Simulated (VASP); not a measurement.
# WSe2 monolayer: G0W0 gap of a sheet against vacuum

Wanted: the quasiparticle gap of a sheet of WSe2 monolayer, and how far the repeats disturb it.

Calculated with VASP 6.6.1; PBE, no spin polarisation; plane waves and PAW (W, Se), in the first sound run; inputs show where later runs differ.

## (1) The structure

The cell holds 3 atoms: 1 W and 2 Se. Cell: a = 3.320 Å, b = 3.320 Å, c = 11.000 Å, α = 90.0°, β = 90.0°, γ = 120.0°. Vacuum lies along c.

Coordinates:

```xyz
3
Lattice="3.3200 0.0000 0.0000 -1.6600 2.8752 0.0000 0.0000 0.0000 11.0000" Properties=species:S:1:pos:R:3
W     0.0000    1.9168    5.5000
Se    1.6600    0.9584    7.1700
Se    1.6600    0.9584    3.8300
```

## (2) Relaxation

The atoms are relaxed first inside the given cell, which is kept (ISIF = 2), since band edges depend on the positions.

The input, INCAR:

```
SYSTEM = WSe2
PREC = Accurate
ENCUT = 400
EDIFF = 1E-06
NELM = 100
ISMEAR = 0
SIGMA = 0.05
LREAL = .FALSE.
ALGO = Normal
GGA = PE
NBANDS = 15
LASPH = .TRUE.
LWAVE = .FALSE.
LCHARG = .FALSE.
KPAR = 4
IBRION = 2
NSW = 60
ISIF = 2
EDIFFG = -0.01
```

The input, POSCAR:

```
WSe2
1.0
    3.3200000000      0.0000000000      0.0000000000
   -1.6600000000      2.8752043406      0.0000000000
    0.0000000000      0.0000000000     11.0000000000
W Se
1 2
Direct
    0.3333333333      0.6666666667      0.5000000000
    0.6666666667      0.3333333333      0.6518181818
    0.6666666667      0.3333333333      0.3481818182
```

The input, KPOINTS:

```
Automatic mesh
0
Gamma
7 7 1
0 0 0
```

PAW data sets: W and Se (PBE family, release 64).

The run is started by

```sh
> mpirun -np 8 vasp_std
```

The log of the run:

```text
[banner, memory and clock lines left out]
running    8 mpi-ranks, on    1 nodes
 distrk:  each k-point on    2 cores,    4 groups
 distr:  one band on    1 cores,    2 groups

 POSCAR found type information on POSCAR W Se
 POSCAR found :  2 types and       3 ions
|                                                                             |
|           W    W    AA    RRRRR   N    N  II  N    N   GGGG   !!!           |
|           W    W   A  A   R    R  NN   N  II  NN   N  G    G  !!!           |
|           W    W  A    A  R    R  N N  N  II  N N  N  G       !!!           |
|           W WW W  AAAAAA  RRRRR   N  N N  II  N  N N  G  GGG   !            |
|           WW  WW  A    A  R   R   N   NN  II  N   NN  G    G                |
|           W    W  A    A  R    R  N    N  II  N    N   GGGG   !!!           |
|                                                                             |
|     For optimal performance we recommend to set                             |
|       NCORE = 2 up to number-of-cores-per-socket                            |
|     NCORE specifies how many cores store one orbital (NPAR=cpu/NCORE).      |
|     This setting can greatly improve the performance of VASP for DFT.       |
|     The default, NCORE=1 might be grossly inefficient on modern             |
|     multi-core architectures or massively parallel machines. Do your        |
|     Unfortunately you need to use the default for GW and RPA                |
|     calculations (for HF NCORE is supported but not extensively tested      |
|     yet).                                                                   |
|                                                                             |

 LDA part: xc-table for (Slater+PW92), standard interpolation
|                                                                             |
|           W    W    AA    RRRRR   N    N  II  N    N   GGGG   !!!           |
|           W    W   A  A   R    R  NN   N  II  NN   N  G    G  !!!           |
|           W    W  A    A  R    R  N N  N  II  N N  N  G       !!!           |
|           W WW W  AAAAAA  RRRRR   N  N N  II  N  N N  G  GGG   !            |
|           WW  WW  A    A  R   R   N   NN  II  N   NN  G    G                |
|           W    W  A    A  R    R  N    N  II  N    N   GGGG   !!!           |
|                                                                             |
|     The number of bands has been changed from the values supplied in        |
|     The orbitals not found in the WAVECAR file will be initialized with     |
|     random numbers, which is usually adequate. For correlated               |
|     calculations, however, you should redo the groundstate calculation.     |
|     I found NBANDS = 15. Now, NBANDS = 16.                                  |
|                                                                             |

 POSCAR, INCAR and KPOINTS ok, starting setup
 FFT: planning ... GRIDC
 FFT: planning ... GRID_SOFT
 FFT: planning ... GRID
 WAVECAR not read
 entering main loop
       N       E                     dE             d eps       ncg     rms          rms(c)
DAV:   1     0.821087293867E+02    0.82109E+02   -0.61131E+03   256   0.746E+02
DAV:   2    -0.161346652784E+02   -0.98243E+02   -0.92197E+02   360   0.167E+02
DAV:   3    -0.226613831728E+02   -0.65267E+01   -0.64833E+01   344   0.485E+01
DAV:   4    -0.227445160709E+02   -0.83133E-01   -0.83103E-01   312   0.605E+00
DAV:   5    -0.227458894065E+02   -0.13733E-02   -0.13733E-02   344   0.726E-01    0.215E+01
DAV:   6    -0.219082915748E+02    0.83760E+00   -0.23865E+00   376   0.105E+01    0.816E+00
DAV:   7    -0.217600453548E+02    0.14825E+00   -0.93932E-01   312   0.721E+00    0.543E+00
DAV:   8    -0.216754336715E+02    0.84612E-01   -0.15466E-01   352   0.306E+00    0.325E-01
DAV:   9    -0.216744348971E+02    0.99877E-03   -0.19382E-02   296   0.878E-01    0.255E-01
DAV:  10    -0.216728565166E+02    0.15784E-02   -0.20628E-03   352   0.275E-01    0.123E-01
DAV:  11    -0.216727983944E+02    0.58122E-04   -0.22091E-04   272   0.946E-02    0.599E-02
DAV:  12    -0.216729201234E+02   -0.12173E-03   -0.72845E-04   288   0.128E-01    0.324E-02
DAV:  13    -0.216731265579E+02   -0.20643E-03   -0.93466E-05   256   0.609E-02    0.372E-02
DAV:  14    -0.216731618222E+02   -0.35264E-04   -0.28620E-05   272   0.380E-02    0.634E-03
DAV:  15    -0.216731620616E+02   -0.23947E-06   -0.18305E-06   320   0.791E-03
   1 F= -.21673162E+02 E0= -.21673162E+02  d E =-.216732E+02
 curvature:   0.00 expect dE= 0.000E+00 dE for cont linesearch  0.000E+00
 trial: gam= 0.00000 g(F)=  0.857E-03 g(S)=  0.000E+00 ort = 0.000E+00 (trialstep = 0.100E+01)
 search vector abs. value=  0.857E-03
 bond charge predicted
       N       E                     dE             d eps       ncg     rms          rms(c)
DAV:   1    -0.216735616399E+02   -0.39982E-03   -0.32719E-02   264   0.950E-01    0.101E-01
DAV:   2    -0.216736557490E+02   -0.94109E-04   -0.14440E-03   312   0.247E-01    0.108E-01
DAV:   3    -0.216736540513E+02    0.16977E-05   -0.16689E-05   336   0.294E-02    0.814E-02
DAV:   4    -0.216736478868E+02    0.61645E-05   -0.72504E-06   280   0.152E-02    0.151E-02
DAV:   5    -0.216736470613E+02    0.82547E-06   -0.57448E-07   264   0.488E-03
   2 F= -.21673647E+02 E0= -.21673647E+02  d E =-.485000E-03
 trial-energy change:   -0.000485  1 .order   -0.000496   -0.000857   -0.000135
 step:   1.2091(harm=  1.1864)  dis= 0.00550  next Energy=   -21.673661 (dE=-0.499E-03)
 bond charge predicted
       N       E                     dE             d eps       ncg     rms          rms(c)
DAV:   1    -0.216736545234E+02   -0.66366E-05   -0.14625E-03   264   0.201E-01    0.199E-02
DAV:   2    -0.216736585798E+02   -0.40565E-05   -0.65258E-05   312   0.521E-02    0.212E-02
DAV:   3    -0.216736582902E+02    0.28964E-06   -0.64802E-07   256   0.606E-03
   3 F= -.21673658E+02 E0= -.21673658E+02  d E =-.496229E-03
 curvature:  -0.58 expect dE=-0.197E-06 dE for cont linesearch -0.197E-06
 trial: gam= 0.00000 g(F)=  0.337E-06 g(S)=  0.000E+00 ort =-0.170E-04 (trialstep = 0.104E+01)
 search vector abs. value=  0.337E-06
 reached required accuracy - stopping structural energy minimisation
```

Run time: 4.6 s. Hardware: 8 MPI ranks of AMD EPYC 9R45, shared host; peak memory 1.3 GiB; 29 s of CPU time.

The logs omit lines about the potential files and the build; timing stands in the text.

From OUTCAR (step 2):

```text
ion  position               nearest neighbor table
   1  0.333  0.667  0.500-   2 2.54   3 2.54   2 2.54   3 2.54   2 2.54   3 2.54
   2  0.667  0.333  0.652-   1 2.54   1 2.54   1 2.54
   3  0.667  0.333  0.348-   1 2.54   1 2.54   1 2.54

  LATTYP: Found a hexagonal cell.
 ALAT       =     3.3200000000
 C/A-ratio  =     3.3132530120

 Subroutine GETGRP returns: Found 12 space group operations
 (whereof 12 operations were pure point group operations)

The static configuration has the point symmetry D_3h.

 Found      8 irreducible k-points:

   k-points           NKPTS =      8   k-points in BZ     NKDIM =      8   number of bands    NBANDS=     16

   dimension x,y,z NGX =    24 NGY =   24 NGZ =   72
   dimension x,y,z NGXF=    48 NGYF=   48 NGZF=  144

   ENCUT  =  400.0 eV  29.40 Ry    5.42 a.u.   5.41  5.41 17.94*2*pi/ulx,y,z

   NELECT =      18.0000    total number of electrons

 k-points in reciprocal lattice and weights: Automatic mesh
   0.00000000  0.00000000  0.00000000       0.020
   0.14285714  0.00000000  0.00000000       0.122
   0.28571429 -0.00000000  0.00000000       0.122
   0.42857143 -0.00000000  0.00000000       0.122
   0.14285714  0.14285714  0.00000000       0.122
   0.28571429  0.14285714  0.00000000       0.245
   0.42857143  0.14285714  0.00000000       0.122
   0.28571429  0.28571429  0.00000000       0.122

 average (electrostatic) potential at core
       1 -45.0418       2 -57.4857       3 -57.4857

 E-fermi :   0.7491

 k-point     1 :       0.0000    0.0000    0.0000
  band No.  band energies     occupation
    ...
      5      -1.5961      2.00000
      6      -1.3645      2.00000
      7      -0.4867      2.00000
      8      -0.4867      2.00000
      9       0.4246      2.00000
     10       3.6613      0.00000
     11       3.6613      0.00000
     12       3.8302      0.00000
     13       3.8302      0.00000
     14       4.7101      0.00000
    ...

 k-point     2 :       0.1429    0.0000    0.0000
  band No.  band energies     occupation
    ...
      5      -1.9740      2.00000
      6      -1.3187      2.00000
      7      -0.9331      2.00000
      8      -0.4829      2.00000
      9       0.2878      2.00000
     10       2.9523      0.00000
     11       3.2542      0.00000
     12       3.4899      0.00000
     13       4.1099      0.00000
     14       5.3722      0.00000
    ...

 k-point     3 :       0.2857   -0.0000    0.0000
  band No.  band energies     occupation
    ...
      5      -3.1294      2.00000
      6      -1.6839      2.00000
      7      -1.0140      2.00000
      8      -0.6892      2.00000
      9      -0.3233      2.00000
     10       2.7270      0.00000
     11       3.0332      0.00000
     12       3.6826      0.00000
     13       4.7612      0.00000
     14       6.2413      0.00000
    ...

  Total       -0.1283997     -0.1283997     -0.0012674      0.0000000      0.0000000      0.0000000
  in kB       -1.9591834     -1.9591834     -0.0193387      0.0000000      0.0000000      0.0000000
  external PRESSURE =      -1.3125685 kB  Pullay stress =       0.0000000 kB

  energy-cutoff  :      400.00
  volume of cell :      105.00
      direct lattice vectors                 reciprocal lattice vectors
     3.320000000  0.000000000  0.000000000     0.301204819  0.173900683  0.000000000
    -1.660000000  2.875204341  0.000000000     0.000000000  0.347801367  0.000000000
     0.000000000  0.000000000 11.000000000     0.000000000  0.000000000  0.090909091

 POSITION                                       TOTAL-FORCE (eV/Angst)
 -----------------------------------------------------------------------------------
     -0.00000      1.91680      5.50000         0.000000      0.000000      0.000000
      1.66000      0.95840      7.17550        -0.000000     -0.000000     -0.001868
      1.66000      0.95840      3.82450         0.000000      0.000000      0.001868
 -----------------------------------------------------------------------------------
    total drift:                                0.000000     -0.000000      0.000000

  FREE ENERGIE OF THE ION-ELECTRON SYSTEM (eV)
  ---------------------------------------------------
  free  energy   TOTEN  =       -21.6736582902 eV

  energy  without entropy=      -21.6736582902  energy(sigma->0) =      -21.67365829

 reached required accuracy - stopping structural energy minimisation

[... 3 further parts left out ...]
```

CONTCAR:

```
WSe2
   1.00000000000000
     3.3199999999999998    0.0000000000000000    0.0000000000000000
    -1.6599999999999999    2.8752043405999999    0.0000000000000000
     0.0000000000000000    0.0000000000000000   11.0000000000000000
  W               Se
     1     2
Direct
     0.3333333332999970    0.6666666667000030    0.5000000000000000
     0.6666666667000030    0.3333333332999970    0.6523179319689612
     0.6666666667000030    0.3333333332999970    0.3476820680310389
```

The data set W keeps the semicore shell frozen, which is cheaper and a little less accurate. The run keeps the 12 symmetry operations of its start, so it cannot find a distortion of lower symmetry.

Step by step:

| step | energy less that of the first step (eV) | largest force (eV/Å) |
| --- | --- | --- |
| 1 | 0.0000 | 0.0942 |
| 2 | -0.0005 | 0.0148 |
| 3 | -0.0005 | 0.0019 |

Final coordinates:

```
W Se
1.0
     3.32000    0.00000    0.00000
    -1.66000    2.87520    0.00000
     0.00000    0.00000   11.00000
W Se
1 2
Direct
  0.33333 0.66667 0.50000
  0.66667 0.33333 0.65232
  0.66667 0.33333 0.34768
```

Numbers from this step:

| Item | Value |
| --- | --- |
| free energy (TOTEN) | -21.67 eV |
| Fermi energy | 0.7491 eV |

At PBE, with these data sets, the largest force is down to 0.0019 eV/Å.

[end of part 1 of 5]

[Lines on the potential files, build, host, timing and source positions are cut from VASP's logs without a mark.]

[Logs are printed without paths, hosts, clocks, repeated set-up lines and the standing remarks that a program may print on its own settings, such as how far it seeks lower states.]

[Hosts, paths, dates, database ids (printed as entryN), source tags and the programs' standing remarks are cut or masked in the printed files.]

[Pressures printed for these runs are not shown converged in the cutoff: they can be off by several GPa and have the wrong sign.]
